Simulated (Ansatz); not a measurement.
Ti:

```xyz
1
Lattice="-1.6410 1.6410 1.6410 1.6410 -1.6410 1.6410 1.6410 1.6410 -1.6410" Properties=species:S:1:pos:R:3 pbc="T T T"
Ti    0.0000    0.0000    0.0000
```

This isn't the form of Ti at room conditions, which is hcp.

Base run:

```yaml
Program: Ansatz 0.2.0
Functional: PBEsol
Potentials_or_basis: all-electron LAPW, scalar-relativistic
Cutoff: 227 eV
Density_cutoff: 908 eV
Basis_error_allowed: 0.001 eV/atom
k_mesh: 11 × 11 × 11
Occupations: fermi-dirac, width 0.05 eV
Spin: no spin polarisation
```

Its results: pressure -6.8 GPa.

Q: The run is repeated on the same cell with these changes: functional from PBEsol to BLYP. What comes out?

A: Pressure -0.3 GPa.

BLYP binds less tightly than PBEsol, so the same cell stands under more pressure.

Not every run made on this cell is shown here.
